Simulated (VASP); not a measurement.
A run of VASP 6.6.1 is set up as follows.

Contents of INCAR:

```
SYSTEM = C
PREC = Accurate
ENCUT = 520
EDIFF = 1E-6
ISMEAR = 0
SIGMA = 0.02
LREAL = .FALSE.
LASPH = .TRUE.
NELM = 80
ALGO = Normal
ISIF = 2
LWAVE = .FALSE.
LCHARG = .FALSE.
GGA = PE
KPAR = 2
```

File KPOINTS:

```
regular mesh
0
G
  12 12 4
  0 0 0
```

Contents of POSCAR:

```
C
1.0
    2.5221000000      0.0000000000      0.0000000000
   -1.2610500000      2.1842026709      0.0000000000
    0.0000000000      0.0000000000     12.3557000000
C
12
Direct
    0.6666666667      0.3333333333      0.3541700000
    0.3333333333      0.6666666667      0.8541700000
    0.6666666667      0.3333333333      0.1458300000
    0.3333333333      0.6666666667      0.6458300000
    0.6666666667      0.3333333333      0.4791700000
    0.3333333333      0.6666666667      0.9791700000
    0.6666666667      0.3333333333      0.0208300000
    0.3333333333      0.6666666667      0.5208300000
    0.0000000000      0.0000000000      0.8125000000
    0.0000000000      0.0000000000      0.3125000000
    0.0000000000      0.0000000000      0.6875000000
    0.0000000000      0.0000000000      0.1875000000
```

The input KPOINTS_OPT:

```
path GMKGALHA,LM,KH
10
line-mode
reciprocal
 0.0000000000  0.0000000000  0.0000000000  G
 0.5000000000  0.0000000000  0.0000000000  M

 0.5000000000  0.0000000000  0.0000000000  M
 0.3333333333  0.3333333333  0.0000000000  K

 0.3333333333  0.3333333333  0.0000000000  K
 0.0000000000  0.0000000000  0.0000000000  G

 0.0000000000  0.0000000000  0.0000000000  G
 0.0000000000  0.0000000000  0.5000000000  A

 0.0000000000  0.0000000000  0.5000000000  A
 0.5000000000  0.0000000000  0.5000000000  L

 0.5000000000  0.0000000000  0.5000000000  L
 0.3333333333  0.3333333333  0.5000000000  H

 0.3333333333  0.3333333333  0.5000000000  H
 0.0000000000  0.0000000000  0.5000000000  A

 0.5000000000  0.0000000000  0.5000000000  L
 0.5000000000  0.0000000000  0.0000000000  M

 0.3333333333  0.3333333333  0.0000000000  K
 0.3333333333  0.3333333333  0.5000000000  H
```

Potentials or basis: VASP PAW PBE potentials, release 64 (C).

The run is started by

```console
$ cat potpaw_PBE.64/C/POTCAR > POTCAR
$ mpirun -np 2 vasp_std > vasp.out
```

Q: Estimate the band gap along the path.

A: 4.36 eV, indirect (least direct gap 5.30 eV).

Q: Predict the band gap on the k mesh.

A: 4.38 eV, indirect (least direct gap 5.30 eV).

Q: Predict the largest force.

A: 0.332 eV/Å.

Levels at the corners of the path, in eV from the valence-band top:
| point | band 20 | band 21 | band 22 | band 23 | band 24 | band 25 | band 26 | band 27 | band 28 | band 29 |
| --- | --- | --- | --- | --- | --- | --- | --- | --- | --- | --- |
| Γ | -0.98 | -0.98 | -0.15 | 0.00 | 0.00 | 5.30 | 5.30 | 5.66 | 6.37 | 6.37 |
| M | -4.31 | -4.06 | -4.06 | -3.63 | -2.89 | 4.52 | 5.10 | 5.26 | 5.62 | 6.84 |
| M | -4.31 | -4.06 | -4.06 | -3.63 | -2.89 | 4.52 | 5.10 | 5.26 | 5.62 | 6.84 |
| K | -6.25 | -6.04 | -4.79 | -4.54 | -4.54 | 5.60 | 5.60 | 6.26 | 8.71 | 9.63 |
| K | -6.25 | -6.04 | -4.79 | -4.54 | -4.54 | 5.60 | 5.60 | 6.26 | 8.71 | 9.63 |
| Γ | -0.98 | -0.98 | -0.15 | 0.00 | 0.00 | 5.30 | 5.30 | 5.66 | 6.37 | 6.38 |
| Γ | -0.98 | -0.98 | -0.15 | 0.00 | 0.00 | 5.30 | 5.30 | 5.66 | 6.37 | 6.37 |
| A | -1.33 | -0.33 | -0.33 | -0.33 | -0.33 | 5.69 | 5.69 | 5.69 | 5.69 | 6.27 |
| A | -1.33 | -0.33 | -0.33 | -0.33 | -0.33 | 5.69 | 5.69 | 5.69 | 5.69 | 6.27 |
| L | -4.97 | -3.76 | -3.76 | -3.24 | -3.24 | 4.69 | 4.69 | 5.89 | 5.89 | 6.00 |
| L | -4.97 | -3.76 | -3.76 | -3.24 | -3.24 | 4.69 | 4.69 | 5.89 | 5.89 | 6.00 |
| H | -5.80 | -5.32 | -5.32 | -4.77 | -4.77 | 5.83 | 5.83 | 7.11 | 7.11 | 8.27 |
| H | -5.80 | -5.32 | -5.32 | -4.77 | -4.77 | 5.83 | 5.83 | 7.11 | 7.11 | 8.27 |
| A | -1.33 | -0.33 | -0.33 | -0.33 | -0.33 | 5.69 | 5.69 | 5.69 | 5.69 | 6.27 |
| L | -4.97 | -3.76 | -3.76 | -3.24 | -3.24 | 4.69 | 4.69 | 5.89 | 5.89 | 6.00 |
| M | -4.31 | -4.06 | -4.06 | -3.63 | -2.89 | 4.52 | 5.10 | 5.26 | 5.62 | 6.84 |
| K | -6.25 | -6.04 | -4.79 | -4.54 | -4.54 | 5.60 | 5.60 | 6.26 | 8.71 | 9.63 |
| H | -5.80 | -5.32 | -5.32 | -4.77 | -4.77 | 5.83 | 5.83 | 7.11 | 7.11 | 8.27 |

As with any semilocal functional, this PBE gap is likely too small.
